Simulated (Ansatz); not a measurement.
# CuAu under changes of volume

One of the cells (14.556 Å³/atom); the others are scaled copies at fixed shape and fractional positions:

```
CELL_PARAMETERS angstrom
2.81075 0.00000 0.00000
0.00000 2.81075 0.00000
0.00000 0.00000 3.68500
ATOMIC_POSITIONS crystal
Au 0.00000 0.00000 0.00000
Cu 0.50000 0.50000 0.50000
```

```yaml
Program: Ansatz 0.2.0
Functional: PBE
Potentials_or_basis: Ansatz PAW
Cutoff: "420 eV (not typed: the program's choice for these potentials)"
k_mesh: 9 × 9 × 7
Occupations: fermi-dirac, width 0.05 eV
Spin: no spin polarisation
```

```csv
volume (Å³/atom),energy over the lowest point (meV/atom),pressure (GPa)
13.683,60.96,16.7
13.974,34.87,12.1
14.265,16.62,8.1
14.556,?,?
14.847,0.00,1.4
15.139,0.08,-1.4
15.430,4.85,-3.8
```

Task: What does the run at 14.556 Å³/atom give?

Result: Energy over the lowest point 5.27 meV/atom; pressure 4.5 GPa.

Worked out: A Birch-Murnaghan fit of order 3 (a polynomial in V^(-2/3)) to the other rows has its minimum at 14.99 Å³/atom with B0 = V·E''(V) = 142 GPa and B' = 5.6 at fixed shape and positions, which overstates the stiffness. It gives 5.28 meV/atom at 14.556 Å³/atom, against the run's 5.27, and -dE/dV = 4.5 GPa, against 4.5.

Energies are extrapolated to zero smearing.
